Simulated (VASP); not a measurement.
MoSe2:

```
CELL_PARAMETERS angstrom
3.28800 0.00000 0.00000
-1.64400 2.84749 0.00000
0.00000 0.00000 12.90000
ATOMIC_POSITIONS crystal
Mo 0.33333 0.66667 0.25000
Mo 0.66667 0.33333 0.75000
Se 0.33333 0.66667 0.62500
Se 0.66667 0.33333 0.12500
Se 0.33333 0.66667 0.87500
Se 0.66667 0.33333 0.37500
```

```yaml
Program: VASP 6.6.1
Task: relaxation of cell and atoms
Functional: LDA
Potentials_or_basis: VASP PAW LDA potentials, release 64 (Mo_sv, Se)
Cutoff: 600 eV
k_mesh: 9 × 9 × 2
Occupations: gaussian, width 0.03 eV
Spin: no spin polarisation
```

At the start: pressure 1.1 GPa; volume 20.13 Å³/atom.

Task: How do energy, volume and symmetry change on relaxing?

Result: Over 21 steps the energy falls by 12.2 meV/atom and the volume is 19.44 Å³/atom (-3.4 %); space group P6_3/mmc (No. 194, to 0.05 Å).

Step by step:
| step | energy change (eV) | largest force (eV/Å) | pressure (GPa) | volume (Å³) |
| --- | --- | --- | --- | --- |
| 1 | 0.0000 | 0.6608 | 1.14 | 120.78 |
| 2 | 0.0060 | 0.5839 | -4.63 | 123.26 |
| 3 | -0.0444 | 0.0274 | -1.78 | 121.97 |
| 4 | -0.0592 | 0.0713 | 0.45 | 119.05 |
| 5 | -0.0612 | 0.0595 | -0.14 | 119.79 |
| 6 | -0.0628 | 0.0903 | 0.04 | 119.48 |
| 7 | -0.0652 | 0.1853 | 0.58 | 118.55 |
| 8 | -0.0656 | 0.1785 | 0.55 | 118.52 |
| 9 | -0.0670 | 0.1592 | 0.42 | 118.44 |
| 10 | -0.0691 | 0.1217 | 0.17 | 118.28 |
| 11 | -0.0712 | 0.0470 | -0.33 | 117.96 |
| 12 | -0.0713 | 0.0314 | -0.43 | 117.89 |
| 13 | -0.0720 | 0.0260 | -0.34 | 117.62 |
| 14 | -0.0729 | 0.0160 | -0.19 | 117.15 |
| 15 | -0.0731 | 0.0042 | 0.15 | 116.20 |
| 16 | -0.0733 | 0.0065 | -0.03 | 116.66 |
| 17 | -0.0733 | 0.0049 | -0.01 | 116.61 |
| 18 | -0.0733 | 0.0059 | 0.00 | 116.64 |
| 19 | -0.0734 | 0.0008 | -0.05 | 116.67 |
| 20 | -0.0734 | 0.0083 | -0.08 | 116.71 |
| 21 | -0.0734 | 0.0007 | 0.01 | 116.66 |

Final structure:
```cif
data_structure
_symmetry_space_group_name_H-M 'P 1'
_symmetry_Int_Tables_number 1
_cell_length_a 3.2518
_cell_length_b 3.2518
_cell_length_c 12.7388
_cell_angle_alpha 90.000
_cell_angle_beta 90.000
_cell_angle_gamma 120.000
_cell_volume 116.66
loop_
_atom_site_label
_atom_site_type_symbol
_atom_site_fract_x
_atom_site_fract_y
_atom_site_fract_z
_atom_site_occupancy
Mo1 Mo 0.33333 0.66667 0.25000 1
Mo2 Mo 0.66667 0.33333 0.75000 1
Se1 Se 0.33333 0.66667 0.61965 1
Se2 Se 0.66667 0.33333 0.11965 1
Se3 Se 0.33333 0.66667 0.88035 1
Se4 Se 0.66667 0.33333 0.38035 1
```
